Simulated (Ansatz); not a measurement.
# PbSe under changes of volume

One of the cells (58.477 Å³/atom); the others are scaled copies at fixed shape and fractional positions:

```
Pb Se
1.0
     4.41489    0.00000    0.00000
    -0.01031    4.41488    0.00000
    -2.20229   -2.20744   12.00080
Pb Se
2 2
Cartesian
  2.1918 2.1990 7.4218
  -0.0254 0.0381 4.5888
  -0.1072 0.0510 7.4788
  2.1814 2.2556 4.5359
```

| Quantity | Value |
| --- | --- |
| Program | Ansatz 0.2.0 |
| Functional | PBEsol |
| Potentials or basis | all-electron LAPW, scalar-relativistic |
| Cutoff | 202 eV (chosen from the basis error) |
| Basis error allowed | 0.002 eV/atom |
| k mesh | 6 × 6 × 3 |
| Occupations | fermi-dirac, width 0.05 eV |
| Spin | no spin polarisation |

```tsv
volume (Å³/atom)	energy over the lowest point (meV/atom)	largest force (eV/Å)
54.969	0.00	0.201
56.138	3.48	0.272
57.308	?	?
58.477	20.52	0.462
59.647	33.36	0.546
60.817	48.65	0.624
61.986	66.13	0.697
```

What does the run at 57.308 Å³/atom give?

Energy over the lowest point 10.45 meV/atom; largest force 0.370 eV/Å.

Worked out: A Birch-Murnaghan fit of order 3 (a polynomial in V^(-2/3)) to the other rows has its minimum at 54.50 Å³/atom, just outside them, with B0 = V·E''(V) = 26 GPa and B' = 4.4 at fixed shape and positions, which overstates the stiffness. It gives 10.45 meV/atom at 57.308 Å³/atom, against the run's 10.45.

Energies are extrapolated to zero smearing.
